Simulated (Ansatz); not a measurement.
# Mg on Co(0001): change of the work function, part 2 of 4

Aim: the work function of Co(0001) at several coverages of Mg (fcc site), and the dipole that each adsorbate carries.

Ansatz 0.2.0; plane-wave DFT, PBE, Ansatz PAW.

So far, work function, upper face (eV): step 2 (the clean slab) 4.93.

**3. The covered slab, k-mesh 4×4×1, coverage 0.111 ML**

System of this step: Mg/Co(0001). The cell holds 37 atoms: 36 Co and 1 Mg. Cell: a = 7.530 Å, b = 7.530 Å, c = 26.364 Å, α = 90.0°, β = 90.0°, γ = 60.0°. Vacuum lies along c.

The clean slab as it ended is repeated in the plane and the adsorbate is set on one face; the cell's size fixes the coverage, and the k-mesh shrinks with it to keep the sampling density about even. Adsorbate and upper layers relax, since the dipole depends on the height.

input.yaml reads:

```yaml
crystal:
  lattice:
    - [7.53, 0.0, 0.0]
    - [3.765, 6.5211712905, 0.0]
    - [0.0, 0.0, 26.3637507953]
  atoms:
    - { symbol: Co, position: [0.2222222222, 0.2222222222, 0.3413778286], spin: 1.82 }
    - { symbol: Co, position: [0.0, 0.0, 0.4185902866], spin: 1.76 }
    - { symbol: Co, position: [0.2222222222, 0.2222222222, 0.4961743575], spin: 1.74 }
    - { symbol: Co, position: [0.0, 0.0, 0.569965981], spin: 1.79 }
    - { symbol: Co, position: [0.2222222222, 0.5555555556, 0.3413778286], spin: 1.82 }
    - { symbol: Co, position: [0.0, 0.3333333333, 0.4185902866], spin: 1.76 }
    - { symbol: Co, position: [0.2222222222, 0.5555555556, 0.4961743575], spin: 1.74 }
    - { symbol: Co, position: [0.0, 0.3333333333, 0.569965981], spin: 1.79 }
    - { symbol: Co, position: [0.2222222222, 0.8888888889, 0.3413778286], spin: 1.82 }
    - { symbol: Co, position: [0.0, 0.6666666667, 0.4185902866], spin: 1.76 }
    - { symbol: Co, position: [0.2222222222, 0.8888888889, 0.4961743575], spin: 1.74 }
    - { symbol: Co, position: [0.0, 0.6666666667, 0.569965981], spin: 1.79 }
    - { symbol: Co, position: [0.5555555556, 0.2222222222, 0.3413778286], spin: 1.82 }
    - { symbol: Co, position: [0.3333333333, 0.0, 0.4185902866], spin: 1.76 }
    - { symbol: Co, position: [0.5555555556, 0.2222222222, 0.4961743575], spin: 1.74 }
    - { symbol: Co, position: [0.3333333333, 0.0, 0.569965981], spin: 1.79 }
    - { symbol: Co, position: [0.5555555556, 0.5555555556, 0.3413778286], spin: 1.82 }
    - { symbol: Co, position: [0.3333333333, 0.3333333333, 0.4185902866], spin: 1.76 }
    - { symbol: Co, position: [0.5555555556, 0.5555555556, 0.4961743575], spin: 1.74 }
    - { symbol: Co, position: [0.3333333333, 0.3333333333, 0.569965981], spin: 1.79 }
    - { symbol: Co, position: [0.5555555556, 0.8888888889, 0.3413778286], spin: 1.82 }
    - { symbol: Co, position: [0.3333333333, 0.6666666667, 0.4185902866], spin: 1.76 }
    - { symbol: Co, position: [0.5555555556, 0.8888888889, 0.4961743575], spin: 1.74 }
    - { symbol: Co, position: [0.3333333333, 0.6666666667, 0.569965981], spin: 1.79 }
    - { symbol: Co, position: [0.8888888889, 0.2222222222, 0.3413778286], spin: 1.82 }
    - { symbol: Co, position: [0.6666666667, 0.0, 0.4185902866], spin: 1.76 }
    - { symbol: Co, position: [0.8888888889, 0.2222222222, 0.4961743575], spin: 1.74 }
    - { symbol: Co, position: [0.6666666667, 0.0, 0.569965981], spin: 1.79 }
    - { symbol: Co, position: [0.8888888889, 0.5555555556, 0.3413778286], spin: 1.82 }
    - { symbol: Co, position: [0.6666666667, 0.3333333333, 0.4185902866], spin: 1.76 }
    - { symbol: Co, position: [0.8888888889, 0.5555555556, 0.4961743575], spin: 1.74 }
    - { symbol: Co, position: [0.6666666667, 0.3333333333, 0.569965981], spin: 1.79 }
    - { symbol: Co, position: [0.8888888889, 0.8888888889, 0.3413778286], spin: 1.82 }
    - { symbol: Co, position: [0.6666666667, 0.6666666667, 0.4185902866], spin: 1.76 }
    - { symbol: Co, position: [0.8888888889, 0.8888888889, 0.4961743575], spin: 1.74 }
    - { symbol: Co, position: [0.6666666667, 0.6666666667, 0.569965981], spin: 1.79 }
    - { symbol: Mg, position: [0.1111111111, 0.1111111111, 0.6586221714] }
magnetization:
  spin_polarized: true
kpoints:
  mp_grid: { grid: [4, 4, 1] }
hamiltonian:
  xc: pbe
scf:
  occupations: { method: fermi_dirac, width: 0.1 }
  convergence: { dr2_threshold: 1.0e-08 }
efield:
  axis: 3
  dipole_correction: true
  ramp_position: 0.97
  ramp_width: 0.06
relax:
  f_tol: 0.02
  max_steps: 60
  constraints:
    - { sites: [0, 1, 4, 5, 8, 9, 12, 13, 16, 17, 20, 21, 24, 25, 28, 29, 32, 33] }
output:
  write_potential: true
  write_density: true
  volumetric_format: npy
```

On the command line:

```console
$ ansatz run input.yaml --threads 4 --pin off --max-ram 16384MiB --backend cpu --events-out ev --progress --plain --runs-dir out
```

The log of the run:

```text
[...]
Crystal: 37 atoms, lattice volume = 1294.577 Å³
Basis set: ecut = 420 eV, 25373 PW (Γ), exchange–correlation on 108×108×360 points (8 copies of the dense FFT grid, shifted against one another)
Bands: 412, of which v1, the nominal top of the filled ones, is band 311 counted from 1 (310 counted from 0)
Symmetry: 6 space group operations
k-points: 4 of 16 (time reversal used)
[...]
Starting moments: Σ|m| = 63.99 μB on 36 of 37 sites
[...]
SCF iter   1: F=—  HF=-186438.641443 eV  |F-HF|=—  |Δ(HF+E_count)|=         —  Δρ=4.49e-2 (↑1.03e-2 ↓4.49e-2)  dr2=6.73e1  dr2_m=5.13e0  M=62.576 μB ∫|m|=64.847 μB  β_m=1.00  ethr=3.10e-3  p=-0.000 e·Å  D=-3.75e-7 V/Å  ΔV_dip=0.00 eV  dr2_dipole=1.67e0  V_vac-E_F(+/−)=7.38/7.38 eV  ⟨swp⟩=8.6  Hψ=16021  notcnv=0  defer=334
[...]
SCF iter  19: F=-186452.727998 eV  HF=-186452.727998 eV  |F-HF|=4.45e-9  |Δ(HF+E_count)|=   8.61e-9  Δρ=1.52e-7 (↑1.49e-7 ↓1.52e-7)  dr2=3.55e-10  dr2_m=1.99e-10  M=61.410 μB ∫|m|=67.415 μB  ethr=1.11e-12  p=0.407 e·Å  D=5.69e-2 V/Å  ΔV_dip=-1.50 eV  dr2_dipole=2.46e-11  V_vac-E_F(+/−)=3.48/4.98 eV  ⟨swp⟩=6.5  Hψ=18645  notcnv=0
SCF 1 converged in 19 iterations: F = -186452.727998 eV  dr2 = 3.55e-10
[...]
relax step   1: F+E_penalty+E_count = -186452.72799802 eV  Δ(F+E_penalty+E_count) = +0.000e0 eV  max|allowed force component| = 7.534e-1 eV/Å  Δτ_max = 0.0000 Å  (19 SCF iters, accepted)
[...]
SCF iter  14: F=-186452.805962 eV  HF=-186452.805962 eV  |F-HF|=1.00e-8  |Δ(HF+E_count)|=   3.00e-9  Δρ=5.27e-7 (↑9.21e-8 ↓5.27e-7)  dr2=6.48e-9  dr2_m=7.46e-10  M=61.326 μB ∫|m|=67.315 μB  ethr=1.61e-12  p=0.410 e·Å  D=5.73e-2 V/Å  ΔV_dip=-1.51 eV  dr2_dipole=8.89e-10  V_vac-E_F(+/−)=3.47/4.98 eV  ⟨swp⟩=7.0  Hψ=18086  notcnv=0
SCF 2 converged in 14 iterations: F = -186452.805962 eV  dr2 = 6.48e-9
relax step   2: F+E_penalty+E_count = -186452.80596151 eV  Δ(F+E_penalty+E_count) = -7.796e-2 eV  max|allowed force component| = 2.892e-1 eV/Å  Δτ_max = 0.1409 Å  (14 SCF iters, accepted)
SCF iter   1: F=—  HF=-186452.765921 eV  |F-HF|=—  |Δ(HF+E_count)|=         —  Δρ=3.82e-3 (↑2.95e-3 ↓3.82e-3)  dr2=1.39e-1  dr2_m=1.18e-1  M=61.323 μB ∫|m|=67.319 μB  β_m=1.00  ethr=4.89e-5  p=0.410 e·Å  D=5.73e-2 V/Å  ΔV_dip=-1.51 eV  dr2_dipole=2.08e-3  V_vac-E_F(+/−)=3.47/4.98 eV  ⟨swp⟩=6.6  Hψ=11381  notcnv=0  defer=402
[...]
SCF iter  13: F=-186452.778839 eV  HF=-186452.778839 eV  |F-HF|=3.43e-9  |Δ(HF+E_count)|=   2.01e-8  Δρ=3.06e-7 (↑1.87e-7 ↓3.06e-7)  dr2=2.11e-9  dr2_m=1.85e-10  M=61.348 μB ∫|m|=67.342 μB  ethr=1.05e-12  p=0.407 e·Å  D=5.69e-2 V/Å  ΔV_dip=-1.50 eV  dr2_dipole=1.60e-10  V_vac-E_F(+/−)=3.48/4.98 eV  ⟨swp⟩=6.1  Hψ=18690  notcnv=0
SCF 3 converged in 13 iterations: F = -186452.778839 eV  dr2 = 2.11e-9
[...]
relax step   3: F+E_penalty+E_count = -186452.77883901 eV  Δ(F+E_penalty+E_count) = +2.712e-2 eV  max|allowed force component| = 2.645e-1 eV/Å  Δτ_max = 0.0899 Å  (13 SCF iters, rejected (line search))
[...]
relax step   4: F+E_penalty+E_count = -186452.81964507 eV  Δ(F+E_penalty+E_count) = -1.368e-2 eV  max|allowed force component| = 1.194e-1 eV/Å  Δτ_max = 0.0438 Å  (13 SCF iters, accepted)
[...]
relax step   5: F+E_penalty+E_count = -186452.82293482 eV  Δ(F+E_penalty+E_count) = -3.290e-3 eV  max|allowed force component| = 2.360e-2 eV/Å  Δτ_max = 0.0475 Å  (12 SCF iters, accepted)
SCF iter   1: F=—  HF=-186452.823654 eV  |F-HF|=—  |Δ(HF+E_count)|=         —  Δρ=2.15e-4 (↑1.67e-4 ↓2.15e-4)  dr2=1.16e-3  dr2_m=3.65e-4  M=61.269 μB ∫|m|=67.253 μB  β_m=1.00  ethr=5.07e-7  p=0.410 e·Å  D=5.72e-2 V/Å  ΔV_dip=-1.51 eV  dr2_dipole=2.78e-4  V_vac-E_F(+/−)=3.47/4.98 eV  ⟨swp⟩=3.1  Hψ=6800  notcnv=0  defer=351
[...]
SCF iter  13: F=-186452.823190 eV  HF=-186452.823190 eV  |F-HF|=6.72e-9  |Δ(HF+E_count)|=   1.46e-9  Δρ=5.39e-7 (↑1.78e-7 ↓5.39e-7)  dr2=9.36e-9  dr2_m=5.82e-10  M=61.277 μB ∫|m|=67.262 μB  ethr=1.00e-12  p=0.410 e·Å  D=5.73e-2 V/Å  ΔV_dip=-1.51 eV  dr2_dipole=1.15e-9  V_vac-E_F(+/−)=3.47/4.98 eV  ⟨swp⟩=6.6  Hψ=17555  notcnv=0
SCF 6 converged in 13 iterations: F = -186452.823190 eV  dr2 = 9.36e-9
relax step   6: F+E_penalty+E_count = -186452.82319027 eV  Δ(F+E_penalty+E_count) = -2.554e-4 eV  max|allowed force component| = 1.172e-3 eV/Å  Δτ_max = 0.0065 Å  (13 SCF iters, accepted)
NSCF: frozen V_eff on 4 k-points
[...]
SCF converged after 13 iterations
Magnetization: 61.2771 μB (341.6386 up, 280.3614 down)
Absolute magnetization: 67.2806 μB (∫|ρ↑−ρ↓|, with the PAW one-centre terms)
[...]
Per-site moments (μB) at R_I (Å): [(1.820904, 1.030734), (1.758114, 1.030734), (1.735227, 1.002345), (1.653813, 0.993609), (1.823574, 1.030734), (1.758114, 1.030734), (1.744979, 1.000659), (1.653813, 0.993609), (1.820904, 1.030734), (1.753724, 1.030734), (1.735227, 1.002345), (1.814176, 1.000659), (1.823574, 1.030734), (1.758114, 1.030734), (1.744979, 1.000659), (1.653813, 0.993609), (1.823574, 1.030734), (1.756429,  [...]
Free energy (F): -186452.823190 eV
[...]
Internal energy: -186451.577001 eV  (E = F + TS)
E sigma→0 (E₀):  -186452.200096 eV
Entropy (-TS):   -1.246189 eV (-33.681 meV/atom)
Fermi energy:    2.949256 eV
Dipole field:    D = 0.057274 V/Å  (p = 0.409754 e·Å, saw-weighted, corrected)
Work function:   Φ+ = 3.4687 eV   Φ− = 4.9787 eV
[...]
--- Forces (eV/Å), atoms counted from 1 ---
  atom   1  Co    -0.00070751    -0.00040848     0.50457412
  atom   2  Co    -0.00819377    -0.00473068    -0.51598419
  atom   3  Co     0.00024499     0.00014145    -0.00071679
  atom   4  Co    -0.00101514    -0.00058609     0.00086793
  atom   5  Co     0.00055341    -0.00031951     0.49840711
  atom   6  Co     0.00000000     0.00946136    -0.51598419
  atom   7  Co    -0.00002458     0.00001419    -0.00064092
  atom   8  Co     0.00000000     0.00117218     0.00086793
  atom   9  Co     0.00000000     0.00081697     0.50457412
  atom  10  Co     0.01815385    -0.01048113    -0.49836937
  atom  11  Co     0.00000000    -0.00028289    -0.00071679
  atom  12  Co    -0.00019284     0.00011134    -0.00030330
  atom  13  Co     0.00000000     0.00063902     0.49840711
  atom  14  Co     0.00819377    -0.00473068    -0.51598419
  atom  15  Co     0.00000000    -0.00002838    -0.00064092
  atom  16  Co     0.00101514    -0.00058609     0.00086793
  atom  17  Co    -0.00055341    -0.00031951     0.49840711
  atom  18  Co     0.03109451     0.01795242    -0.49201886
  atom  19  Co     0.00002458     0.00001419    -0.00064092
  atom  20  Co     0.00039154     0.00022606     0.00029096
  atom  21  Co    -0.00395445     0.00228310     0.50296154
  atom  22  Co    -0.00000000    -0.03590485    -0.49201886
  atom  23  Co     0.00010843    -0.00006260     0.00059867
  atom  24  Co     0.00000000    -0.00045211     0.00029096
  atom  25  Co     0.00070751    -0.00040848     0.50457412
  atom  26  Co    -0.00000000     0.02096226    -0.49836937
  atom  27  Co    -0.00024499     0.00014145    -0.00071679
  atom  28  Co     0.00000000    -0.00022267    -0.00030330
  atom  29  Co    -0.00000000    -0.00456621     0.50296154
  atom  30  Co    -0.03109451     0.01795242    -0.49201886
  atom  31  Co     0.00000000     0.00012521     0.00059867
  atom  32  Co    -0.00039154     0.00022606     0.00029096
  atom  33  Co     0.00395445     0.00228310     0.50296154
  atom  34  Co    -0.01815385    -0.01048113    -0.49836937
  atom  35  Co    -0.00010843    -0.00006260     0.00059867
  atom  36  Co     0.00019284     0.00011134    -0.00030330
  atom  37  Mg     0.00000000    -0.00000000     0.00093064
  max |Σ_I F_I| component: 6.87e-5 eV/Å
--- Band table (eV; the first three rows and the last of 8) ---
  k-point 0 ↑: bands = [... 307 lower, 1.7560, 1.7848, 1.7848, 1.7887, 1.7963, 1.8060, 1.8087, 1.8087, ... 97 higher]
  k-point 1 ↑: bands = [... 307 lower, 1.7940, 1.8026, 1.8031, 1.8084, 1.8232, 1.8649, 1.8695, 1.8806, ... 97 higher]
  k-point 2 ↑: bands = [... 307 lower, 1.8461, 1.8621, 1.8676, 1.8679, 1.8691, 1.8816, 1.8851, 1.8900, ... 97 higher]
  k-point 3 ↓: bands = [... 307 lower, 3.7678, 3.7919, 3.8051, 3.8132, 3.8371, 3.8580, 3.8629, 3.8686, ... 97 higher]
--- Relaxed structure (6 steps of the walk, 5 accepted, 0 SCFs on fresh bases) ---
  F+E_penalty+E_count = -186452.82319027 eV   max|allowed force component| = 1.172e-3 eV/Å
  atoms:
    - { symbol: Co, position: [0.222222, 0.222222, 0.341378] }
    - { symbol: Co, position: [1.111110e-11, 1.111110e-11, 0.418590] }
    - { symbol: Co, position: [0.222607, 0.222607, 0.495833] }
    - { symbol: Co, position: [-0.00153393, -0.00153393, 0.569461] }
    - { symbol: Co, position: [0.222222, 0.555556, 0.341378] }
    - { symbol: Co, position: [1.111108e-11, 0.333333, 0.418590] }
    - { symbol: Co, position: [0.222855, 0.555239, 0.496610] }
    - { symbol: Co, position: [-0.00153393, 0.336401, 0.569461] }
    - { symbol: Co, position: [0.222222, 0.888889, 0.341378] }
    - { symbol: Co, position: [-2.222228e-11, 0.666667, 0.418590] }
    - { symbol: Co, position: [0.222607, 0.888120, 0.495833] }
    - { symbol: Co, position: [-2.810817e-5, 0.666681, 0.570279] }
    - { symbol: Co, position: [0.555556, 0.222222, 0.341378] }
    - { symbol: Co, position: [0.333333, 1.111110e-11, 0.418590] }
    - { symbol: Co, position: [0.555239, 0.222855, 0.496610] }
    - { symbol: Co, position: [0.336401, -0.00153393, 0.569461] }
    - { symbol: Co, position: [0.555556, 0.555556, 0.341378] }
    - { symbol: Co, position: [0.333333, 0.333333, 0.418590] }
    - { symbol: Co, position: [0.555239, 0.555239, 0.496610] }
    - { symbol: Co, position: [0.332109, 0.332109, 0.570692] }
    - { symbol: Co, position: [0.555556, 0.888889, 0.341378] }
    - { symbol: Co, position: [0.333333, 0.666667, 0.418590] }
    - { symbol: Co, position: [0.556065, 0.888634, 0.496007] }
    - { symbol: Co, position: [0.332109, 0.669116, 0.570692] }
    - { symbol: Co, position: [0.888889, 0.222222, 0.341378] }
    - { symbol: Co, position: [0.666667, -2.222223e-11, 0.418590] }
    - { symbol: Co, position: [0.888120, 0.222607, 0.495833] }
    - { symbol: Co, position: [0.666681, -2.810817e-5, 0.570279] }
    - { symbol: Co, position: [0.888889, 0.555556, 0.341378] }
    - { symbol: Co, position: [0.666667, 0.333333, 0.418590] }
    - { symbol: Co, position: [0.888634, 0.556065, 0.496007] }
    - { symbol: Co, position: [0.669116, 0.332109, 0.570692] }
    - { symbol: Co, position: [0.888889, 0.888889, 0.341378] }
    - { symbol: Co, position: [0.666667, 0.666667, 0.418590] }
    - { symbol: Co, position: [0.888634, 0.888634, 0.496007] }
    - { symbol: Co, position: [0.666681, 0.666681, 0.570279] }
    - { symbol: Mg, position: [0.111111, 0.111111, 0.650061] }
```

Run time: 32 min. Hardware: 4 threads of Arm Neoverse V1, shared host; peak memory 10 GiB; 2.1 h of CPU time.

Step by step:

```
step  energy less that of the first step (eV)  largest force component (eV/Å)
   1                                   0.0000                          0.7534
   2                                  -0.0780                          0.2892
   3                                  -0.0508                          0.2645
   4                                  -0.0916                          0.1194
   5                                  -0.0949                          0.0236
   6                                  -0.0952                          0.0012
```

Relaxation step 3 was tried and not accepted.

Forces are held to the 6 operations that the program found; a distortion that breaks them can't arise in this run.

The atoms that moved most (Å):

```
atom      dx      dy      dz  length
Mg37   0.000   0.000  -0.226   0.226
Co20  -0.014  -0.008   0.019   0.025
Co32   0.014  -0.008   0.019   0.025
Co24   0.000   0.016   0.019   0.025
 Co4  -0.017  -0.010  -0.013   0.024
Co16   0.017  -0.010  -0.013   0.024
 Co8   0.000   0.020  -0.013   0.024
 Co7   0.004  -0.002   0.011   0.012
```

Final coordinates:

```xyz
37
Lattice="7.5300 0.0000 0.0000 3.7650 6.5212 0.0000 0.0000 0.0000 26.3638" Properties=species:S:1:pos:R:3
Co    2.5100    1.4491    9.0000
Co    0.0000    0.0000   11.0356
Co    2.5143    1.4517   13.0720
Co   -0.0173   -0.0100   15.0131
Co    3.7650    3.6229    9.0000
Co    1.2550    2.1737   11.0356
Co    3.7686    3.6208   13.0925
Co    1.2550    2.1937   15.0131
Co    5.0200    5.7966    9.0000
Co    2.5100    4.3474   11.0356
Co    5.0200    5.7916   13.0720
Co    2.5098    4.3475   15.0347
Co    5.0200    1.4491    9.0000
Co    2.5100    0.0000   11.0356
Co    5.0200    1.4533   13.0925
Co    2.5273   -0.0100   15.0131
Co    6.2750    3.6229    9.0000
Co    3.7650    2.1737   11.0356
Co    6.2714    3.6208   13.0925
Co    3.7512    2.1657   15.0456
Co    7.5300    5.7966    9.0000
Co    5.0200    4.3474   11.0356
Co    7.5329    5.7949   13.0766
Co    5.0200    4.3634   15.0456
Co    7.5300    1.4491    9.0000
Co    5.0200    0.0000   11.0356
Co    7.5257    1.4517   13.0720
Co    5.0200   -0.0002   15.0347
Co    8.7850    3.6229    9.0000
Co    6.2750    2.1737   11.0356
Co    8.7850    3.6262   13.0766
Co    6.2888    2.1657   15.0456
Co   10.0400    5.7966    9.0000
Co    7.5300    4.3474   11.0356
Co   10.0371    5.7949   13.0766
Co    7.5302    4.3475   15.0347
Mg    1.2550    0.7246   17.1380
```

Numbers from this step:

```
energy at zero smearing        : -186452.2001 eV
total moment                   : 61.28 μB
work function, upper face      : 3.469 eV
work function, lower face      : 4.979 eV
dipole along the normal        : 0.4098 e·Å
step between the vacuum levels : -1.510 eV
```

Running mean over 2.03561 Å of the planar mean; the ramp of the sawtooth is left out. Table of electron's electrostatic potential energy less the Fermi level by z:

```
z (Å)  electron's electrostatic potential energy less the Fermi level (eV)
  3.5                                                                 4.98
  4.0                                                                 4.98
  4.5                                                                 4.98
  5.0                                                                 4.97
  5.5                                                                 4.96
  6.0                                                                 4.92
  6.5                                                                 4.75
  7.0                                                                 4.19
  7.5                                                                 1.91
  8.0                                                                -3.46
  8.5                                                                -8.59
  9.0                                                                -10.3
  9.5                                                                -10.5
 10.0                                                                -10.5
 10.5                                                                -10.5
 11.0                                                                -10.5
 11.5                                                                -10.5
 12.0                                                                -10.5
 12.5                                                                -10.5
 13.0                                                                -10.6
 13.5                                                                -11.0
 14.0                                                                -11.5
 14.5                                                                -11.1
 15.0                                                                -10.5
 15.5                                                                -8.99
 16.0                                                                -4.62
 16.5                                                               0.0381
 17.0                                                                 1.94
 17.5                                                                 2.24
 18.0                                                                 2.55
 18.5                                                                 3.05
 19.0                                                                 3.31
 19.5                                                                 3.41
 20.0                                                                 3.45
 20.5                                                                 3.46
 21.0                                                                 3.47
 21.5                                                                 3.47
 22.0                                                                 3.47
 22.5                                                                 3.47
 23.0                                                                 3.47
```

Site moment by element, in μB:

```
element  atoms  mean  spread (r.m.s.)  least  largest
     Co     36  1.77             0.05   1.65     1.82
     Mg      1  0.00             0.00   0.00     0.00
```

The atoms farthest from the mean of their element:

```
atom          x, y, z (Å)  site moment (μB)
 Co4  -0.02, -0.01, 15.01              1.65
 Co8    1.26, 2.19, 15.01              1.65
Co16   2.53, -0.01, 15.01              1.65
Co21     7.53, 5.80, 9.00              1.82
Co33    10.04, 5.80, 9.00              1.82
Co29     8.79, 3.62, 9.00              1.82
Co13     5.02, 1.45, 9.00              1.82
Co17     6.28, 3.62, 9.00              1.82
```

The relaxation took 6 steps and lowered the energy by 0.095 eV; the largest force on the free atoms ends at 0.0012 eV/Å.

The covered face has 3.47 eV, -1.46 eV against the clean one; the bare back face has moved by -0.01 eV, a measure of how thin the slab is.

[end of part 2 of 4]

[Long decimals in the printed logs are rounded to 6 places.]

[Logs are printed without paths, hosts, clocks, repeated set-up lines and the standing remarks that a program may print on its own settings, such as how far it seeks lower states.]

[Hosts, paths, dates, database ids (printed as entryN), source tags and the programs' standing remarks are cut or masked in the printed files.]

[Maps of the electrostatic potential energy from Ansatz leave out the sawtooth potential of an applied field or a dipole correction, so their vacuum need not be flat; planar profiles and work functions include it.]
